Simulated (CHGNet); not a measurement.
## Wurtzite InN

All values below come from the machine-learned potential CHGNet-r²SCAN (trained on r²SCAN data).

Cell: relaxed at this level.

```json
{
 "equilibrium_lattice_constant_a": "3.540 Å",
 "lattice_parameter_c": "5.752 Å",
 "equilibrium_volume_per_atom": "15.61 Å³/atom"
}
```

Measured, for comparison: lattice constant a 3.537 Å (room temperature, no zero-point or thermal correction, our sources range from 3.533 to 3.545; as tabulated in Lucero et al. (2012), arXiv:1111.4515); lattice parameter c 5.703 Å (300 K, no zero-point or thermal correction; as tabulated in Vurgaftman et al. (2001), doi:10.1063/1.1368156); equilibrium volume per atom 15.38 Å³/atom (300 K, no zero-point or thermal correction; as tabulated in Wikipedia's data pages). Computed (rounded) less measured: lattice constant a +0.1 % (inside the range of the sources held), lattice parameter c +0.9 %, equilibrium volume per atom +1.5 %.

A machine-learned potential is trained on density-functional data: it inherits that level's misses and adds fitting errors of its own.
